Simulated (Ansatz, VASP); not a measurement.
## One calculation of Na2S, two programs

Contents of INCAR:

```
  PREC = Accurate
  ENCUT = 600
  EDIFF = 1E-6
  ISMEAR = 0
  SIGMA = 0.02
  LREAL = F
  LASPH = T
  NELM = 100
  ALGO = Normal
  ISIF = 3
  LWAVE = F
  LCHARG = F
  GGA = PE
  IVDW = 12
  IBRION = 2
  NSW = 100
  EDIFFG = -0.005
```

KPOINTS

```
Automatic mesh
0
Gamma
  6 6 6
```

Contents of POSCAR:

```
Na2S
1.0
    0.0000000000      3.2630000000      3.2630000000
    3.2630000000      0.0000000000      3.2630000000
    3.2630000000      3.2630000000      0.0000000000
Na S
2 1
Direct
    0.2500000000      0.2500000000      0.2500000000
    0.7500000000      0.7500000000      0.7500000000
    0.0000000000      0.0000000000      0.0000000000
```

Input for Ansatz:

```yaml
crystal:
  lattice:
    - [0.0, 3.263, 3.263]
    - [3.263, 0.0, 3.263]
    - [3.263, 3.263, 0.0]
  atoms:
    - { symbol: Na, position: [0.25, 0.25, 0.25] }
    - { symbol: Na, position: [0.75, 0.75, 0.75] }
    - { symbol: S, position: [0.0, 0.0, 0.0] }
basis:
  ecutwfc: 420
kpoints:
  mp_grid: { grid: [6, 6, 6] }
hamiltonian:
  xc: pbe
  dispersion: d3bj
scf:
  occupations: { method: gaussian, width: 0.02 }
output:
  forces: true
  stress: true
  eigenvalues: true
relax:
  adjacent_minimum: "off"
  f_tol: 0.005
  max_steps: 80
  cell: { stress_tol: 0.05 }
```

Alike in both runs: task relaxation of cell and atoms; functional PBE; dispersion D3(BJ); k mesh 6 × 6 × 6; occupations gaussian, width 0.02 eV; no spin polarisation.

```csv
,VASP,Ansatz
version,VASP 6.6.1,Ansatz 0.2.0
potentials or method,"VASP PAW PBE potentials, release 64 (Na_pv, S)","scalar-relativistic, plane waves, PAW"
plane-wave cutoff (eV),600,420
valence electrons in the cell,20,24
```

Ansatz gave:

| Property | Result |
| --- | --- |
| gap on the k mesh at the Fermi level, each at its own relaxed structure (eV) | 2.65 |
| relaxed volume (Å³/atom) | 22.24 |
| relaxed cell length with the largest relative difference (Å) | 4.553 |
| energy change over the relaxation (meV/atom) | -3 |

**Question.** Estimate VASP's values.

**Answer.** gap on the k mesh at the Fermi level, each at its own relaxed structure (eV): 2.64; relaxed volume (Å³/atom): 22.27; relaxed cell length with the largest relative difference (Å): 4.555; energy change over the relaxation (meV/atom): -3.

The two sets of potentials don't hold the same shells in valence.

As with any semilocal functional, this PBE gap is likely too small.
